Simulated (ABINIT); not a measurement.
Runs of ABINIT 10.8.3 (patched build) on PtSe2 (Sudovikovite). The structure is trigonal, space group P-3m1 (No. 164). The conventional cell has a = 3.724 Å, b = 3.724 Å, c = 5.062 Å, α = 90.00°, β = 90.00°, γ = 120.00°. Pt (site symmetry -3m) has 6 Se at 2.49 Å as nearest neighbours. Se (site symmetry 3m) is surrounded by 3 Pt at 2.49 Å. 

```tsv
task	level	potentials or basis	cell	k mesh	cutoff (eV)	cell freedom (optcell)	cutoff smearing ecutsm (Ha)	optimiser (ionmov)	force stop (Ha/bohr)	fine-grid cutoff	mesh quality	gap on the mesh (eV)	pressure (GPa)	largest force (eV/Å)
relaxation of cell and atoms	LDA	JTH PAW LDA v2.0	relaxed	8 × 8 × 5	435	2	0.5	22	0.0001	870.764 eV	not flagged	none	0.0	-
band structure	AM05	JTH PAW PBE v2.0	as given	8 × 8 × 5	544	-	-	-	-	1088.46 eV	not flagged	none	2.6	(b)
band structure	LDA-Teter	JTH PAW LDA v2.0	as given	8 × 8 × 5	544	-	-	-	-	1088.46 eV	not flagged	none	0.0	(a)
single point	LDA	JTH PAW LDA v2.0	as given	10 × 10 × 6	544	-	-	-	-	1088.46 eV	not flagged	none	-0.1	0.23
single point	r2SCAN	JTH PAW PBE v2.0	as given	3 × 3 × 2	653	-	-	-	-	1251.72 eV	coarse	none	-	0.35
```

Alike in all rows: no spin polarisation; smearing fermi-dirac 0.05 eV.

**Question.** Estimate the missing entries.

**Answer.** (a) 0.27; (b) 0.29.

Caveats: some runs use coarse meshes; the PAW data sets were made with another functional, which shifts forces and pressure a little (some runs).

A k mesh can miss the band edges, and the runs leave out spin-orbit coupling on Pt, Se.

A gap of «none» marks a metal or a gap under the smearing width.

Not every run made on this cell is shown here.
